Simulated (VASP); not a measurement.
# InSb (F-43m) in VASP: further runs, part 2 of 2

VASP 6.6.1. Earlier steps stand in the parts before.

### 3 Relaxation of cell and atoms, PBE+D3(BJ)

This run uses another cell than the first one, of 35.03 Å³/atom, 1.031 times its volume.

INCAR

```
SYSTEM = InSb
PREC = Accurate
ENCUT = 600
EDIFF = 1E-7
ISMEAR = 0
SIGMA = 0.03
LREAL = .FALSE.
LASPH = .TRUE.
NELM = 80
ALGO = Normal
ISIF = 3
LWAVE = .FALSE.
LCHARG = .FALSE.
GGA = PE
IVDW = 12
IBRION = 2
NSW = 90
EDIFFG = -0.005
```

KPOINTS

```
Automatic mesh
0
G
  10 10 10
  0 0 0
```

POSCAR

```
InSb                                    
1.0
    0.0000000000      3.2719338478      3.2719338478
    3.2719338478     -0.0000000000      3.2719338478
    3.2719338478      3.2719338478      0.0000000000
  In              Sb            
     1     1
Direct
     0.0000000000000000    0.0000000000000000    0.0000000000000000
     0.2500000000000000    0.2500000000000000    0.2500000000000000
```

Potentials or basis: VASP PAW PBE potentials, release 64 (In_d, Sb).

Started as:

```bash
$ cat potpaw_PBE.64/In_d/POTCAR potpaw_PBE.64/Sb/POTCAR > POTCAR
$ mpirun -np 1 vasp_std > vasp.out
```

OUTCAR:

```text
SYSTEM = InSb
   PREC = Accurate
   ENCUT = 600
   EDIFF = 1E-7
   ISMEAR = 0
   LREAL = .FALSE.
   LASPH = .TRUE.
   NELM = 80
   ISIF = 3
   GGA = PE
   IVDW = 12
   IBRION = 2
   NSW = 90
   EDIFFG = -0.005
 IVDW          = 12

 ion  position               nearest neighbor table
   1  0.000  0.000  0.000-   2 2.83   2 2.83   2 2.83   2 2.83
   2  0.250  0.250  0.250-   1 2.83   1 2.83   1 2.83   1 2.83

  LATTYP: Found a face centered cubic cell.
 ALAT       =     6.5438676956

  Lattice vectors:

 A1 = (   0.0000000000,   3.2719338478,   3.2719338478)
 A2 = (   3.2719338478,   0.0000000000,   3.2719338478)
 A3 = (   3.2719338478,   3.2719338478,   0.0000000000)

Analysis of symmetry for initial positions (statically):
=====================================================================
 Subroutine PRICEL returns:
 Original cell was already a primitive cell.

 Routine SETGRP: Setting up the symmetry group for a
 face centered cubic supercell.

 Subroutine GETGRP returns: Found 24 space group operations
 (whereof 24 operations were pure point group operations)
 out of a pool of 48 trial point group operations.

The static configuration has the point symmetry T_d .

Analysis of symmetry for dynamics (positions and initial velocities):
=====================================================================
 Subroutine PRICEL returns:
 Original cell was already a primitive cell.

 Routine SETGRP: Setting up the symmetry group for a
 face centered cubic supercell.

 Subroutine GETGRP returns: Found 24 space group operations
 (whereof 24 operations were pure point group operations)
 out of a pool of 48 trial point group operations.

The dynamic configuration has the point symmetry T_d .

[... 124 lines left out ...]
   LHFCALC =     F    Hartree Fock is set to
   AEXX    =    0.0000 exact exchange contribution
   IVDW    =    12    specifies the selected vdW correction
   LEPSILON=     F    determine dielectric tensor
   LRPA    =     F    only Hartree local field effects (RPA)
 conjugate gradient relaxation of ions
 non-spin polarized calculation
 Gauss-broadening in eV      SIGMA  =   0.03
  energy-cutoff  :      600.00
  volume of cell :       70.06
 maximum number of plane-waves:      2362
 NGX is ok and might be reduce to    40
   NGX = 19   NGY = 19   NGZ = 19

 number of electron      17.9999998 magnetization

 Free energy of the ion-electron system (eV)
  ---------------------------------------------------
  ext. energy  EPLUGINS =         0.00000000
  ---------------------------------------------------
  free energy    TOTEN  =        -6.93708927 eV

  energy without entropy =       -6.93704299  energy(sigma->0) =       -6.93706613

 E-fermi :   4.8031     XC(G=0):  -8.5582

 val. band max:        4.7939990402   @ k =   0.0000   0.0000   0.0000
 cond. band min:       5.2807806831   @ k =   0.5000   0.0000   0.0000
 fundamental gap:      0.4867816429
 Fermi energy:         4.8031360610

 k-point     1 :       0.0000    0.0000    0.0000
  band No.  band energies     occupation
      1      -9.7500      2.00000
      2      -9.7500      2.00000
      3      -9.7500      2.00000
      4      -9.6730      2.00000
      5      -9.6730      2.00000
      6      -5.7374      2.00000
      7       4.4341      2.00000
      8       4.7940      1.33333
      9       4.7940      1.33333
     10       4.7940      1.33333
     11       7.7577      0.00000
     12       7.7577      0.00000
     13       7.7577      0.00000
[... 354 lines left out ...]
  band No.  band energies     occupation
      1      -9.8064      2.00000
      2      -9.7206      2.00000
      3      -9.7198      2.00000
      4      -9.6849      2.00000
      5      -9.6669      2.00000
      6      -4.4379      2.00000
      7      -0.1063      2.00000
      8       2.7324      2.00000
      9       2.9748      2.00000
     10       6.3336      0.00000
     11       7.0860      0.00000
     12      10.5571      0.00000
     13      11.0760      0.00000

 [... further k-points ...]

------------------------ aborting loop because EDIFF is reached ----------------------------------------

 Edisp (eV)   -0.64247

 E8    (eV) :    -0.3092

  FORCE on cell =-STRESS in cart. coord.  units (eV):
  Direction    XX          YY          ZZ          XY          YZ          ZX
  --------------------------------------------------------------------------------------
  -------------------------------------------------------------------------------------
  Total       0.00471     0.00471     0.00471     0.00000     0.00000    -0.00000
  in kB       0.10761     0.10761     0.10761     0.00000     0.00000    -0.00000
  external pressure =        0.11 kB  Pullay stress =        0.00 kB

 VOLUME and BASIS-vectors are now :
 -----------------------------------------------------------------------------
  energy-cutoff  :      600.00
  volume of cell :       70.06
      direct lattice vectors                 reciprocal lattice vectors
     0.000000000  3.271933848  3.271933848    -0.152814826  0.152814826  0.152814826
     3.271933848  0.000000000  3.271933848     0.152814826 -0.152814826  0.152814826
     3.271933848  3.271933848  0.000000000     0.152814826  0.152814826 -0.152814826

 POSITION                                       TOTAL-FORCE (eV/Angst)
 -----------------------------------------------------------------------------------
      0.00000      0.00000      0.00000         0.000000     -0.000000      0.000000
      1.63597      1.63597      1.63597        -0.000000      0.000000     -0.000000
 -----------------------------------------------------------------------------------
    total drift:                               -0.000000     -0.000000     -0.000000

  FREE ENERGIE OF THE ION-ELECTRON SYSTEM (eV)
  ---------------------------------------------------
  free  energy   TOTEN  =        -7.5795572897 eV

  energy  without entropy=       -7.5795110110  energy(sigma->0) =       -7.57953415

 reached required accuracy - stopping structural energy minimisation
```

OSZICAR:

```text
N       E                     dE             d eps       ncg     rms          rms(c)
DAV:   1     0.115289159103E+03    0.11529E+03   -0.86564E+03  1222   0.152E+03
DAV:   2     0.928320651705E+00   -0.11436E+03   -0.11145E+03  1277   0.326E+02
DAV:   3    -0.682359651227E+01   -0.77519E+01   -0.76938E+01  1598   0.907E+01
DAV:   4    -0.703156413772E+01   -0.20797E+00   -0.20780E+00  1469   0.168E+01
DAV:   5    -0.704142823412E+01   -0.98641E-02   -0.98638E-02  1771   0.316E+00    0.397E+00
DAV:   6    -0.694750896130E+01    0.93919E-01   -0.17815E-01  1672   0.714E+00    0.231E+00
DAV:   7    -0.693532988549E+01    0.12179E-01   -0.72578E-02  1590   0.290E+00    0.626E-01
DAV:   8    -0.693636569715E+01   -0.10358E-02   -0.77654E-03  1550   0.120E+00    0.245E-01
DAV:   9    -0.693696746557E+01   -0.60177E-03   -0.87982E-04  1405   0.298E-01    0.723E-02
DAV:  10    -0.693704436223E+01   -0.76897E-04   -0.61328E-05  1500   0.593E-02    0.303E-02
DAV:  11    -0.693708791374E+01   -0.43552E-04   -0.73824E-05  1292   0.616E-02    0.166E-02
DAV:  12    -0.693708905297E+01   -0.11392E-05   -0.10042E-06  1588   0.779E-03    0.433E-03
DAV:  13    -0.693708931894E+01   -0.26597E-06   -0.15644E-06  1327   0.907E-03    0.218E-03
DAV:  14    -0.693708926547E+01    0.53475E-07   -0.21003E-08  1126   0.134E-03
   1 F= -.75795573E+01 E0= -.75795342E+01  d E =-.757956E+01
```

Wall time 39 s (1 thread of Intel Xeon 6975P-C (Granite Rapids), shared host); peak memory 0.28 GiB.

Results:

```
Free energy                : -7.5796 eV
Pressure after relaxing    : 0.0 GPa
Band gap on the k mesh     : none (metal or under the smearing width)
Dispersion energy per atom : -0.321 eV
```

Final structure:
```
In Sb
1.0
     0.00000    3.27193    3.27193
     3.27193    0.00000    3.27193
     3.27193    3.27193    0.00000
In Sb
1 1
Direct
  0.00000 0.00000 0.00000
  0.25000 0.25000 0.25000
```

Levels at points of the mesh, in eV from the Fermi level:
```csv
k point,band 7,band 8,band 9,band 10,band 11,band 12
"(0.00, 0.00, 0.00)",-0.37,-0.01,-0.01,-0.01,2.95,2.95
"(0.50, 0.00, 0.00)",-5.49,-0.97,-0.97,0.48,3.80,3.80
"(0.50, 0.50, 0.00)",-5.80,-2.17,-2.17,1.34,1.39,7.97
```

Caveat: the relaxation stopped at its first step, so nothing moved; pairwise dispersion overbinds metals, which lowers pressure and volume; this crystal is a semiconductor, whose small gap the functional closes, so the metal is an error of the method.

### 4 Single point, PBEsol

INCAR

```
PREC = Accurate ; ENCUT = 520
EDIFF = 1E-6 ; ISMEAR = 0
SIGMA = 0.03 ; LREAL = False
LASPH = True ; NELM = 80
ALGO = Normal ; ISIF = 2
LWAVE = False ; LCHARG = False
GGA = PS ; NBANDS = 16
KPAR = 4
```

KPOINTS

```
regular mesh
0
Gamma
  6 6 6
```

POSCAR

```
InSb
1.0
    0.0000000000      3.2391000000      3.2391000000
    3.2391000000      0.0000000000      3.2391000000
    3.2391000000      3.2391000000      0.0000000000
In Sb
1 1
Direct
    0.0000000000      0.0000000000      0.0000000000
    0.2500000000      0.2500000000      0.2500000000
```

Started as:

```bash
$ cat potpaw_PBE.64/In_d/POTCAR potpaw_PBE.64/Sb/POTCAR > POTCAR
$ mpirun -np 4 vasp_std > vasp.out
```

Wall time 6.3 s (4 MPI ranks of Intel Xeon Platinum 8559C (Emerald Rapids), shared host); peak memory 0.2 GiB.

It converged, with:

```
Free energy            : -7.6729 eV
Pressure               : 0.9 GPa
Band gap on the k mesh : none (metal or under the smearing width)
```

Levels at points of the mesh, in eV from the Fermi level:
| k point | band 7 | band 8 | band 9 | band 10 | band 11 | band 12 |
| --- | --- | --- | --- | --- | --- | --- |
| (0.00, 0.00, 0.00) | -0.27 | -0.01 | -0.01 | -0.01 | 2.92 | 2.92 |
| (0.50, 0.00, 0.00) | -5.67 | -1.02 | -1.02 | 0.46 | 3.76 | 3.76 |
| (0.50, 0.50, 0.00) | -5.96 | -2.29 | -2.29 | 1.24 | 1.25 | 8.11 |

Caveat: the PAW data sets were made with another functional, which shifts forces and pressure a little; this crystal is a semiconductor, whose small gap the functional closes, so the metal is an error of the method. Spin-orbit coupling is left out, which matters for the levels of Sb.

### 5 Single point, PBE

INCAR

```
SYSTEM = InSb
  PREC = Accurate
  ENCUT = 520
  EDIFF = 1E-7
  ISMEAR = 0
  SIGMA = 0.03
  LREAL = .FALSE.
  LASPH = .TRUE.
  NELM = 80
  ALGO = Normal
  ISIF = 2
  LWAVE = .FALSE.
  LCHARG = .FALSE.
  GGA = PE
  NBANDS = 16
  KPAR = 4
```

KPOINTS

```
regular mesh
0
G
  6 6 6
  0 0 0
```

POSCAR is that of step 4.

Started as:

```bash
$ cat potpaw_PBE.64/In_d/POTCAR potpaw_PBE.64/Sb/POTCAR > POTCAR
$ mpirun -np 4 vasp_std > vasp.out
```

It took 10 s on 4 MPI ranks of Intel Xeon Platinum 8488C (Sapphire Rapids), shared host; peak memory 0.2 GiB.

It converged, with:

* Free energy: -6.8838 eV
* Pressure: 3.2 GPa
* Band gap on the k mesh: none (metal or under the smearing width)

Levels at points of the mesh, in eV from the Fermi level:
| k point | band 7 | band 8 | band 9 | band 10 | band 11 | band 12 |
| --- | --- | --- | --- | --- | --- | --- |
| (0.00, 0.00, 0.00) | -0.20 | -0.01 | -0.01 | -0.01 | 2.95 | 2.95 |
| (0.50, 0.00, 0.00) | -5.63 | -1.02 | -1.02 | 0.53 | 3.80 | 3.80 |
| (0.50, 0.50, 0.00) | -5.93 | -2.28 | -2.28 | 1.32 | 1.33 | 8.14 |

Caveat: this crystal is a semiconductor, whose small gap the functional closes, so the metal is an error of the method.

### 6 Summary

```tsv
task	level	cell	k mesh	cutoff (eV)	gap on the mesh (eV)	pressure (GPa)
relaxation of cell and atoms	PBE+D3(BJ)	relaxed	10 × 10 × 10	600	none	0.0
single point	PBEsol	F-43m, 33.98 Å³/atom	6 × 6 × 6	520	none	0.9
single point	PBE	F-43m, 33.98 Å³/atom	6 × 6 × 6	520	none	3.2
```

Alike in all rows: potentials or basis VASP PAW PBE potentials, release 64 (In_d, Sb); no spin polarisation; smearing gaussian 0.03 eV.

Caveats: this crystal is a semiconductor, whose small gap the functional closes, so the metal is an error of the method; the relaxation stopped at its first step, so nothing moved (some runs); pairwise dispersion overbinds metals, which lowers pressure and volume (some runs); the PAW data sets were made with another functional, which shifts forces and pressure a little (some runs).

Total energies depend on the potentials used, so only differences within one code and one set of settings carry meaning.

### 7 How close it comes

Step 4. Measured gap of InSb: 0.24 eV (quoted in “Electronic Structure and Epitaxy of CdTe Shells on InSb Nanowires”, 2021, arxiv:2111.05126). This calculation gives 0.00 eV (-0.24 eV). Spin-orbit coupling on In, Sb is left out. The value is that of PBEsol on a finite k mesh, which can miss the band edges, without temperature or zero-point motion. Semilocal functionals fall short of measured gaps as a rule.

Step 5. A measured gap of InSb is 0.24 eV (quoted in “Electronic Structure and Epitaxy of CdTe Shells on InSb Nanowires”, 2021, arxiv:2111.05126); the calculated 0.00 eV misses it by -0.24 eV. Spin-orbit coupling on In, Sb is left out. The value is that of PBE on a finite k mesh, which can miss the band edges, without temperature or zero-point motion. Semilocal functionals fall short of measured gaps as a rule.
